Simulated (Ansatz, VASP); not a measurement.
**One calculation of Au, two programs**

INCAR

```
SYSTEM = Au
PREC = Accurate ; ENCUT = 520
EDIFF = 1E-6 ; ISMEAR = -1
SIGMA = 0.05 ; LREAL = .FALSE.
LASPH = .TRUE. ; NELM = 60
ALGO = Normal ; ISIF = 2
LWAVE = .FALSE. ; LCHARG = .TRUE.
GGA = PE ; LELF = .TRUE.
LVHAR = .TRUE. ; NBANDS = 18
```

KPOINTS

```
regular mesh
0
G
  12 12 12
  0 0 0
```

The input POSCAR:

```
Au
1.0
    0.0000000000      2.4457647097      2.4457647097
    2.4457647097      0.0000000000      2.4457647097
    2.4457647097      2.4457647097      0.0000000000
Au
2
Direct
   -0.1250000000     -0.1250000000     -0.1250000000
    0.1250000000      0.1250000000      0.1250000000
```

Input for Ansatz:

```yaml
crystal:
  lattice:
    - [0.0, 2.4457647097, 2.4457647097]
    - [2.4457647097, 0.0, 2.4457647097]
    - [2.4457647097, 2.4457647097, 0.0]
  atoms:
    - { symbol: Au, position: [-0.125, -0.125, -0.125] }
    - { symbol: Au, position: [0.125, 0.125, 0.125] }
kpoints:
  mp_grid: { grid: [12, 12, 12] }
scf:
  occupations: { method: fermi_dirac, width: 0.05 }
hamiltonian:
  xc: pbe
  pseudopotentials: { kind: all_electron, lapw: { basis_error: 0.001 } }
output:
  forces: true
  stress: true
  eigenvalues: true
  populations: true
```

Change from the starting cell: volume scaled by 0.5, LAPW.

Alike in both runs: task single point; functional PBE; k mesh 12 × 12 × 12; occupations fermi-dirac, width 0.05 eV; no spin polarisation.

|  | VASP | Ansatz |
| --- | --- | --- |
| version | VASP 6.6.1 | Ansatz 0.2.0 |
| potentials or method | VASP PAW PBE potentials, release 64 (Au) | all-electron LAPW, scalar-relativistic |
| plane-wave cutoff (eV) | 520 | see its input |

VASP gave:

- pressure (GPa): 242.0

Question: Estimate Ansatz's values.

Answer: Pressure (GPa): 249.5.

Ansatz ran all-electron here, so the differences hold the error of VASP's frozen core and of both bases.

Caveats: the cell as given lies far from equilibrium; so large a pressure means that the cell lies far from this level's equilibrium, or that cutoff or potentials fall short (VASP). Spin-orbit coupling is left out, which matters for the levels of Au.
